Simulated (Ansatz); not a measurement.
# BN: the cost of one run

Program: Ansatz 0.2.0. Level of theory: DFT PBE, scalar-relativistic, plane waves, PAW. These are calculated values, not measurements.

**1. The structure to begin with**

Symmetry: P6_3mc, No. 186, hexagonal system. Conventional cell: a = 2.554 Å, b = 2.554 Å, c = 4.227 Å, α = 90.00°, β = 90.00°, γ = 120.00°. Around B (site symmetry 3m) lie 4 N at 1.57 to 1.58 Å. N (site symmetry 3m) has 4 B at 1.57 to 1.58 Å as nearest neighbours.

As a file:

```cif
data_structure
_symmetry_space_group_name_H-M 'P6_3mc'
_symmetry_Int_Tables_number 186
_cell_length_a 2.5539
_cell_length_b 2.5539
_cell_length_c 4.2269
_cell_angle_alpha 90.000
_cell_angle_beta 90.000
_cell_angle_gamma 120.000
_cell_volume 23.88
loop_
_atom_site_label
_atom_site_type_symbol
_atom_site_symmetry_multiplicity
_atom_site_Wyckoff_symbol
_atom_site_fract_x
_atom_site_fract_y
_atom_site_fract_z
_atom_site_occupancy
B1 B 2 b 0.33333 0.66667 0.00028 1
N1 N 2 b 0.33333 0.66667 0.37472 1
```

It goes back to an entry of the Materials Project, which need not be the stable form.

The cell is taken as given, not relaxed at this level.

**2. Reference: the perfect supercell**

Input file input.yaml:

```yaml
crystal:
  lattice:
    - [-1.2769698008, -2.2117765748, 4.226855]
    - [-1.2769698008, -2.2117765748, -4.226855]
    - [5.1078792034, 1.0e-10, 0.0]
  atoms:
    - { symbol: B, position: [0.8331953333, 0.8334713333, 0.1666666667] }
    - { symbol: B, position: [0.8331953333, 0.8334713333, 0.6666666667] }
    - { symbol: B, position: [0.3331953333, 0.3334713333, 0.1666666667] }
    - { symbol: B, position: [0.3331953333, 0.3334713333, 0.6666666667] }
    - { symbol: B, position: [0.4165286667, 0.9168046667, 0.8333333333] }
    - { symbol: B, position: [0.4165286667, 0.9168046667, 0.3333333333] }
    - { symbol: B, position: [0.9165286667, 0.4168046667, 0.8333333333] }
    - { symbol: B, position: [0.9165286667, 0.4168046667, 0.3333333333] }
    - { symbol: "N", position: [0.6459713333, 0.0206953333, 0.1666666667] }
    - { symbol: "N", position: [0.6459713333, 0.0206953333, 0.6666666667] }
    - { symbol: "N", position: [0.1459713333, 0.5206953333, 0.1666666667] }
    - { symbol: "N", position: [0.1459713333, 0.5206953333, 0.6666666667] }
    - { symbol: "N", position: [0.2293046667, 0.1040286667, 0.8333333333] }
    - { symbol: "N", position: [0.2293046667, 0.1040286667, 0.3333333333] }
    - { symbol: "N", position: [0.7293046667, 0.6040286667, 0.8333333333] }
    - { symbol: "N", position: [0.7293046667, 0.6040286667, 0.3333333333] }
  symmetry: { detect: false }
basis:
  ecutwfc: 420
kpoints:
  mp_grid: { grid: [2, 2, 2], shift: [0.5, 0.5, 0.5] }
hamiltonian:
  xc: pbe
scf:
  occupations: { method: gaussian, width: 0.1 }
output:
  forces: true
  stress: true
  eigenvalues: true
```

Launch:

```sh
> ansatz run input.yaml --threads 4 --pin off --max-ram 5120MiB --backend cpu --events-out ev --progress --plain --runs-dir out
```

Q: Estimate wall time and peak memory on 4 threads of an Arm CPU, shared host.

About 3.4 s, with a peak of 0.35 GiB.
